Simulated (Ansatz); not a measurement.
Input of an Ansatz 0.2.0 run:

File input.yaml:

```yaml
crystal:
  lattice:
    - [3.076, 0.0, 0.0]
    - [-1.538, 2.663894142, 0.0]
    - [0.0, 0.0, 5.048]
  atoms:
    - { symbol: Si, position: [0.6666666667, 0.3333333333, 0.5] }
    - { symbol: Si, position: [0.3333333333, 0.6666666667, 0.0] }
    - { symbol: C, position: [0.6666666667, 0.3333333333, 0.885] }
    - { symbol: C, position: [0.3333333333, 0.6666666667, 0.385] }
hamiltonian:
  xc: pbe
  pseudopotentials: { kind: paw }
kpoints:
  mp_grid: { grid: [6, 6, 3] }
scf:
  occupations: { method: fermi_dirac, width: 0.05 }
output:
  forces: true
  stress: true
  eigenvalues: true
```

Potentials or basis: Ansatz PAW.

Launch:

```console
$ ansatz run input.yaml --threads 2 --pin off --max-ram 5120MiB --backend cpu --events-out ev --progress --plain --runs-dir out
```

Estimate the band gap on the k mesh.

2.32 eV, indirect (least direct gap 4.08 eV).

What does it give for the pressure?

3.7 GPa.

Forces on the atoms (eV/Å):
```
Si   0.000  0.000  0.750
Si   0.000  0.000  0.750
C    0.000  0.000 -0.750
C    0.000  0.000 -0.750
```

Caveat: odd divisions of the mesh miss points on the zone boundary, where band edges often lie, so the gap on the mesh can be too wide. A k mesh can miss the band edges.
